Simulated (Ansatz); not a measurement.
# SnO: how the settings move a single-point run

Aim: see which settings change the result for SnO, by how much, and at what cost. The cell is built on a prototype (zincblende) and needn't be the phase found in nature.

Program: Ansatz 0.2.0. Level of theory: reference: DFT, r2SCAN, plane waves, PAW. These are calculated values, not measurements.

2 further runs of the same task are left out: 1 for a known fault of the program, 1 that didn't finish.

## 1. The system as given

Symmetry: F-43m, No. 216, cubic system. The conventional cell has a = 5.416 Å, b = 5.416 Å, c = 5.416 Å, α = 90.00°, β = 90.00°, γ = 90.00°. Around Sn (site symmetry -43m) lie 4 O at 2.35 Å. Around O (site symmetry -43m) lie 4 Sn at 2.35 Å.

Coordinates:

```
Sn O
1.0
     0.00000    2.70821    2.70821
     2.70821    0.00000    2.70821
     2.70821    2.70821    0.00000
Sn O
1 1
Direct
  0.00000 0.00000 0.00000
  0.25000 0.25000 0.25000
```

## 2. The reference run

Contents of input.yaml:

```yaml
crystal:
  lattice:
    - [0.0, 2.7082147278, 2.7082147278]
    - [2.7082147278, 0.0, 2.7082147278]
    - [2.7082147278, 2.7082147278, 0.0]
  atoms:
    - { symbol: Sn, position: [0.0, 0.0, 0.0] }
    - { symbol: O, position: [0.25, 0.25, 0.25] }
kpoints:
  mp_grid: { grid: [6, 6, 6] }
hamiltonian:
  xc: r2scan
scf:
  occupations: { method: fermi_dirac, width: 0.02 }
  n_extra_bands: 4
output:
  forces: true
  stress: true
  eigenvalues: true
  write_density: true
  write_potential: true
  elf: true
  volumetric_format: npy
```

On the command line:

```sh
$ ansatz run input.yaml --threads 4 --pin off --max-ram 3686MiB --backend cpu --events-out ev --progress --plain --runs-dir out
```

Excerpt of the output:

```text
[...]
Basis set: ecut = 500 eV, 965 PW (Γ), exchange–correlation on 120×120×120 points (64 copies of the dense FFT grid, shifted against one another)
[...]
k-points: 16 of 216 (time reversal used)
[...]
SCF iter   1: F=—  HF=-6606.045595 eV  |F-HF|=—  |Δ(HF+E_count)|=         —  Δρ=5.68e-3  dr2=7.26e-3  dr2_τ=2.86e-2  ethr=1.77e-3  ⟨swp⟩=5.9  Hψ=1293  notcnv=0
preconditioner: auto → LDOS  [insulator: Δε(μ)=0.631 eV  Ē_g=19.960 eV  σ=0.020 eV  W_gap=0.75  n_scr=14 (ndim 8)  ℏωp=26.3 eV  f_vac=0.026  D(μ)=1.04/eV (n_scr^D=8)  ε∞_Penn≈2.7  β→1.0]
SCF iter   2: F=—  HF=-6606.074386 eV  |F-HF|=—  |Δ(HF+E_count)|=   2.88e-2  Δρ=4.58e-3  dr2=9.94e-3  dr2_τ=2.60e-4  ethr=3.63e-5  ⟨swp⟩=3.0  Hψ=638  notcnv=0
[...]
SCF iter   6: F=—  HF=-6606.071492 eV  |F-HF|=—  |Δ(HF+E_count)|=   7.11e-6  Δρ=2.58e-5  dr2=1.34e-7  dr2_τ=5.09e-9  ethr=5.84e-8  ⟨swp⟩=2.0  Hψ=382  notcnv=0
SCF iter   7: F=-6606.071492 eV  HF=-6606.071492 eV  |F-HF|=8.02e-10  |Δ(HF+E_count)|=   3.59e-8  Δρ=2.83e-6  dr2=1.50e-9  dr2_τ=6.60e-11  ethr=5.00e-10  ⟨swp⟩=9.6  Hψ=1589  notcnv=0
[...]
SCF converged after 7 iterations
Free energy (F): -6606.071492 eV
[...]
E sigma→0 (E₀):  -6606.070866 eV
[...]
Fermi energy:    8.593666 eV
[...]
  P = ⅓ Tr σ = -0.0913 GPa (-0.913 kbar)
[...]
```

It took 1.6 s on 4 threads of Intel Xeon Platinum 8488C (Sapphire Rapids), shared host; peak memory 0.49 GiB.

## 3. Changing settings: preconditioner none

input.yaml: that of step 2 with these lines changed.

```diff
@@ -15,2 +15,3 @@
   n_extra_bands: 4
+  mixing: { preconditioner: none }
 output:
@@ -19,5 +20 @@
   eigenvalues: true
-  write_density: true
-  write_potential: true
-  elf: true
-  volumetric_format: npy
```

On the command line:

```sh
$ ansatz run input.yaml --threads 4 --pin off --max-ram 3686MiB --backend cpu --events-out ev --progress --plain --runs-dir out
```

The log of the run (excerpt; [...] marks lines left out):

```text
Warning: RAYON_NUM_THREADS=4 ignored (pool sized by the plan → 4); use --threads N
scf.n_extra_bands = 4 over 10 filled bands (N_el = 20.0): the run solves 14 bands
[...]
Pseudopotentials: kind: paw
Pseudopotential: Sn, paw, valence charge 14, recommended cutoff 500 eV (meta_gga), Sn.paw.azcp
Pseudopotential: O, paw, valence charge 6, recommended cutoff 500 eV (meta_gga), O.paw.azcp
Functional definition: r2SCAN
[...]
Crystal: 2 atoms, lattice volume = 39.726 Å³
Basis set: ecut = 500 eV, 965 PW (Γ), exchange–correlation on 120×120×120 points (64 copies of the dense FFT grid, shifted against one another)
Bands: 14, of which v1, the nominal top of the filled ones, is band 10 counted from 1 (9 counted from 0)
Symmetry: 24 space group operations
Space group: F-43m (ITA 216), of the structure as read, at distance tolerance 3.4e-5 Å
k-points: 16 of 216 (time reversal used)
[...]
SCF iter   1: F=—  HF=-6606.045595 eV  |F-HF|=—  |Δ(HF+E_count)|=         —  Δρ=5.68e-3  dr2=7.26e-3  dr2_τ=2.86e-2  ethr=1.77e-3  ⟨swp⟩=5.9  Hψ=1293  notcnv=0
[...]
SCF iter   7: F=-6606.071492 eV  HF=-6606.071492 eV  |F-HF|=3.72e-8  |Δ(HF+E_count)|=   2.05e-7  Δρ=1.32e-5  dr2=7.15e-8  dr2_τ=4.24e-9  ethr=5.00e-10  ⟨swp⟩=6.0  Hψ=1017  notcnv=0
[...]
SCF converged after 7 iterations
Free energy (F): -6606.071492 eV
[...]
E sigma→0 (E₀):  -6606.070866 eV
Entropy (-TS):   -0.001251 eV (-0.625 meV/atom)
Fermi energy:    8.593579 eV
[...]
--- Forces (eV/Å), atoms counted from 1 ---
  atom   1  Sn    -0.00000000     0.00000000    -0.00000000
  atom   2  O      0.00000000    -0.00000000    -0.00000000
[...]
--- Stress (GPa, compression-positive) ---
       -0.090951       0.000000      -0.000000
        0.000000      -0.090951       0.000000
       -0.000000       0.000000      -0.090951
  P = ⅓ Tr σ = -0.0910 GPa (-0.910 kbar)
--- Band table (eV; the first three rows and the last of 16) ---
  k-point 0: bands = ["-14.0223", "-14.0223", "-14.0223", "-13.9770", "-13.9770", "-11.6364", "2.1085", "4.6097", "4.6097", "4.6097", "13.2620", "13.2620", "13.2620", "18.0844"]
[...]
```

It took 0.98 s on 4 threads of Intel Xeon Platinum 8488C (Sapphire Rapids), shared host; peak memory 0.48 GiB.

Energy and cycle count are those of the reference, so the change (mixing) left the result and the number of cycles as they were.

## 4. Changing settings: occupations.method cold, occupations.width 0.05

input.yaml: that of step 2 with these lines changed.

```diff
@@ -13,3 +13,3 @@
 scf:
-  occupations: { method: fermi_dirac, width: 0.02 }
+  occupations: { method: cold, width: 0.05 }
   n_extra_bands: 4
@@ -19,5 +19 @@
   eigenvalues: true
-  write_density: true
-  write_potential: true
-  elf: true
-  volumetric_format: npy
```

On the command line:

```sh
$ ansatz run input.yaml --threads 4 --pin off --max-ram 3686MiB --backend cpu --events-out ev --progress --plain --runs-dir out
```

The log of the run (excerpt; [...] marks lines left out):

```text
Warning: RAYON_NUM_THREADS=4 ignored (pool sized by the plan → 4); use --threads N
scf.n_extra_bands = 4 over 10 filled bands (N_el = 20.0): the run solves 14 bands
[...]
[... 4 set-up lines as earlier in the session ...]
[...]
Crystal: 2 atoms, lattice volume = 39.726 Å³
Basis set: ecut = 500 eV, 965 PW (Γ), exchange–correlation on 120×120×120 points (64 copies of the dense FFT grid, shifted against one another)
Bands: 14, of which v1, the nominal top of the filled ones, is band 10 counted from 1 (9 counted from 0)
[... 2 set-up lines as earlier in the session ...]
k-points: 16 of 216 (time reversal used)
[...]
SCF converged after 7 iterations
Stability not checked: this state was not tested for a lower state beside it, because cold or Methfessel-Paxton smearing, or corrected tetrahedra, fill the levels in a way that the test cannot read (fill_not_monotonic; see scf.lower_state_search)
Free energy (F): -6606.070727 eV
[...]
E sigma→0 (E₀):  -6606.070566 eV
Entropy (-TS):   -0.000485 eV (-0.242 meV/atom)
Fermi energy:    8.595452 eV
[...]
--- Forces (eV/Å), atoms counted from 1 ---
  atom   1  Sn    -0.00000000     0.00000000    -0.00000000
  atom   2  O      0.00000000    -0.00000000    -0.00000000
[...]
--- Stress (GPa, compression-positive) ---
       -0.090794       0.000000      -0.000000
       -0.000000      -0.090794       0.000000
       -0.000000       0.000000      -0.090794
  P = ⅓ Tr σ = -0.0908 GPa (-0.908 kbar)
--- Band table (eV; the first three rows and the last of 16) ---
  k-point 0: bands = ["-14.0223", "-14.0223", "-14.0223", "-13.9770", "-13.9770", "-11.6362", "2.1086", "4.6099", "4.6099", "4.6099", "13.2621", "13.2621", "13.2621", "18.0843"]
[...]
```

Run time: 1 s. Hardware: 4 threads of Intel Xeon Platinum 8488C (Sapphire Rapids), shared host; peak memory 0.5 GiB.

Changing the smearing hardly moves the energy: +0.2 meV/atom.

## 5. Variant: xc_grid 3

input.yaml: that of step 2 with these lines changed.

```diff
@@ -19,5 +19,3 @@
   eigenvalues: true
-  write_density: true
-  write_potential: true
-  elf: true
-  volumetric_format: npy
+basis:
+  xc_grid: 3
```

On the command line:

```sh
$ ansatz run input.yaml --threads 4 --pin off --max-ram 3686MiB --backend cpu --events-out ev --progress --plain --runs-dir out
```

The log of the run (excerpt; [...] marks lines left out):

```text
Warning: RAYON_NUM_THREADS=4 ignored (pool sized by the plan → 4); use --threads N
scf.n_extra_bands = 4 over 10 filled bands (N_el = 20.0): the run solves 14 bands
[...]
[... 4 set-up lines as earlier in the session ...]
[...]
Crystal: 2 atoms, lattice volume = 39.726 Å³
Basis set: ecut = 500 eV, 965 PW (Γ), exchange–correlation on 90×90×90 points (27 copies of the dense FFT grid, shifted against one another)
Bands: 14, of which v1, the nominal top of the filled ones, is band 10 counted from 1 (9 counted from 0)
[... 2 set-up lines as earlier in the session ...]
k-points: 16 of 216 (time reversal used)
[...]
SCF iter   1: F=—  HF=-6606.045460 eV  |F-HF|=—  |Δ(HF+E_count)|=         —  Δρ=5.68e-3  dr2=7.25e-3  dr2_τ=2.86e-2  ethr=1.77e-3  ⟨swp⟩=5.9  Hψ=1293  notcnv=0
[...]
SCF iter   7: F=-6606.071358 eV  HF=-6606.071358 eV  |F-HF|=7.95e-10  |Δ(HF+E_count)|=   3.60e-8  Δρ=2.83e-6  dr2=1.50e-9  dr2_τ=6.60e-11  ethr=5.00e-10  ⟨swp⟩=6.6  Hψ=1037  notcnv=0
[...]
SCF converged after 7 iterations
Free energy (F): -6606.071358 eV
[...]
E sigma→0 (E₀):  -6606.070732 eV
Entropy (-TS):   -0.001251 eV (-0.625 meV/atom)
Fermi energy:    8.593649 eV
[...]
--- Forces (eV/Å), atoms counted from 1 ---
  atom   1  Sn    -0.00000000     0.00000000    -0.00000000
  atom   2  O      0.00000000    -0.00000000     0.00000000
[...]
--- Stress (GPa, compression-positive) ---
       -0.091391       0.000000      -0.000000
        0.000000      -0.091391       0.000000
        0.000000       0.000000      -0.091391
  P = ⅓ Tr σ = -0.0914 GPa (-0.914 kbar)
--- Band table (eV; the first three rows and the last of 16) ---
  k-point 0: bands = ["-14.0225", "-14.0225", "-14.0225", "-13.9772", "-13.9772", "-11.6362", "2.1085", "4.6100", "4.6100", "4.6100", "13.2620", "13.2620", "13.2620", "18.0843"]
[...]
```

Run time: 0.82 s. Hardware: 4 threads of Intel Xeon Platinum 8488C (Sapphire Rapids), shared host; peak memory 0.43 GiB.

Changing the numerical grids hardly moves the energy: +0.1 meV/atom.

## 6. All runs together

```tsv
run	ending	energy change	pressure (GPa)	gap (eV)	force (eV/Å)	cycles	time
reference	converged	0	-0.1	0.00	0.00	7	1.6 s
1: preconditioner none	converged	0.0 meV/atom	-0.1	0.00	0.00	7	0.98 s
2: occupations.method cold, occupations.width 0.05	converged	+0.2 meV/atom (σ→0)	-0.1	0.00	0.00	7	1 s
3: xc_grid 3	converged	+0.1 meV/atom	-0.1	0.00	0.00	7	0.82 s
```

Times don't compare one to one where runs were asked for different outputs or read a saved state (see the inputs); cycles may leave out searches for a lower state.

Residual by cycle in the longest SCF loop of each run; runs are numbered as in the table. The quantity is the density residual dr2, in eV.

```tsv
cycle	reference	run 1	run 2	run 3
1	0.00726	0.00726	0.00718	0.00725
2	0.00994	0.00124	0.0124	0.00994
3	0.0023	3.6e-4	0.00504	0.0023
4	2.0e-4	2.9e-4	2.0e-4	2.0e-4
5	1.2e-5	4.9e-5	2.3e-5	1.2e-5
6	1.3e-7	1.1e-7	1.9e-6	1.3e-7
7	1.5e-9	7.1e-8	8.0e-8	1.5e-9
```

Semilocal functionals close small gaps, so the missing gap need not be the real solid's.
